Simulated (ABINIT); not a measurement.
Runs of ABINIT 10.8.3 (patched build) on Pd. The structure is cubic, space group Im-3m (No. 229). Conventional cell: a = 3.145 Å, b = 3.145 Å, c = 3.145 Å, α = 90.00°, β = 90.00°, γ = 90.00°. Pd (site symmetry m-3m) is surrounded by 8 Pd at 2.72 Å. This isn't the form of Pd at room conditions, which is fcc.

```csv
task,level,potentials or basis,cutoff (eV),fine-grid cutoff,gap on the mesh (eV),pressure (GPa)
band structure,BLYP,JTH PAW PBE v2.0,707,1306.15 eV,none,8.5
band structure,AM05,JTH PAW PBE v2.0,707,1306.15 eV,none,-10.9
band structure,LDA,JTH PAW PBE v2.0,707,1306.15 eV,none,(b)
band structure,SCAN,JTH PAW PBE v2.0,707,1306.15 eV,none,-7.2
band structure,PBEsol,JTH PAW PBE v2.0,707,1306.15 eV,none,(a)
```

Alike in all rows: no spin polarisation; cell as given; k mesh 12 × 12 × 12; smearing fermi-dirac 0.05 eV.

Question: Fill in the values left out.

Answer: (a) -10.4; (b) -15.6.

Caveats: the PAW data sets were made with another functional, which shifts forces and pressure a little.

A k mesh can miss the band edges, and the runs leave out spin-orbit coupling on Pd.

A gap of «none» marks a metal or a gap under the smearing width.
